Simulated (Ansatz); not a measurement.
TiNi:

```
Ni Ti
1.0
     2.98807    0.00000    0.00000
     0.00000    2.98807    0.00000
     0.00000    0.00000    2.98807
Ni Ti
1 1
Direct
  0.00000 0.00000 0.00000
  0.50000 0.50000 0.50000
```

The cell comes from a database or a generator and needn't be the stable form of this composition.

- Program: Ansatz 0.2.0
- Task: relaxation of cell and atoms
- Functional: PBE
- Potentials or basis: Ansatz PAW
- Cutoff: 420 eV (not typed: the program's choice for these potentials)
- k mesh: 9 × 9 × 9
- Occupations: fermi-dirac, width 0.05 eV
- Spin: collinear spin, ferromagnetic start
- Starting moments: [1.0, 1.0] μB

At the start: volume 13.34 Å³/atom.

Where does the relaxation end?

It ends after 4 steps and the volume is 13.65 Å³/atom (+2.3 %); space group Pm-3m (No. 221, to 0.05 Å); moment 0.00 μB per cell.

Step by step:
```csv
step,energy change (eV),largest force (eV/Å),volume (Å³)
1,0.0000,0.0000,26.68
2,-0.0070,0.0000,27.27
3,-0.0070,0.0000,27.29
4,-0.0071,0.0000,27.29
```

Final structure:
```yaml
crystal:
  lattice:
    - [3.01083, 0.00000, 0.00000]
    - [0.00000, 3.01083, 0.00000]
    - [0.00000, 0.00000, 3.01083]
  atoms:
    - { symbol: Ni, position: [0.00000, 0.00000, 0.00000] }
    - { symbol: Ti, position: [0.50000, 0.50000, 0.50000] }
```

Caveat: the plane-wave basis is chosen anew once the cell has moved, so the energies of steps on either side of that aren't comparable; the starting moments weren't kept.
